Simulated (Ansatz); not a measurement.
Crystal: WS2 (Tungstenite).

```
CELL_PARAMETERS angstrom
3.18000 0.00000 0.00000
-1.59000 2.75396 0.00000
0.00000 0.00000 12.50000
ATOMIC_POSITIONS crystal
W 0.66667 0.33333 0.75000
W 0.33333 0.66667 0.25000
S 0.66667 0.33333 0.37500
S 0.33333 0.66667 0.87500
S 0.66667 0.33333 0.12500
S 0.33333 0.66667 0.62500
```

- Program: Ansatz 0.2.0
- Task: relaxation of cell and atoms
- Functional: BLYP
- Dispersion: D3(BJ)
- Potentials or basis: Ansatz PAW
- Cutoff: 420 eV (not typed: the program's choice for these potentials)
- k mesh: 10 × 10 × 3
- Occupations: fermi-dirac, width 0.05 eV
- Spin: no spin polarisation

At the start: volume 18.24 Å³/atom.

Question: Where does the relaxation end?

Answer: It ends after 6 steps and the volume is 17.28 Å³/atom (-5.3 %); space group P6_3/mmc (No. 194, to 0.05 Å).

Step by step:
```csv
step,energy change (eV),largest force (eV/Å),volume (Å³)
1,0.0000,0.5409,109.47
2,-0.1014,0.2852,103.03
3,-0.1162,0.0811,103.96
4,-0.1171,0.0162,103.70
5,-0.1171,0.0001,103.67
6,-0.1165,0.0000,103.67
```

Final structure:
```
CELL_PARAMETERS angstrom
3.18104 0.00000 0.00000
-1.59052 2.75486 0.00000
0.00000 0.00000 11.83003
ATOMIC_POSITIONS crystal
W 0.66667 0.33333 0.75000
W 0.33333 0.66667 0.25000
S 0.66667 0.33333 0.38331
S 0.33333 0.66667 0.88331
S 0.66667 0.33333 0.11669
S 0.33333 0.66667 0.61669
```

Caveat: the plane-wave basis is chosen anew once the cell has moved, so the energies of steps on either side of that aren't comparable; the PAW data sets come from PBE, with cores solved anew for the run's functional, which leaves a small shift of forces and pressure.
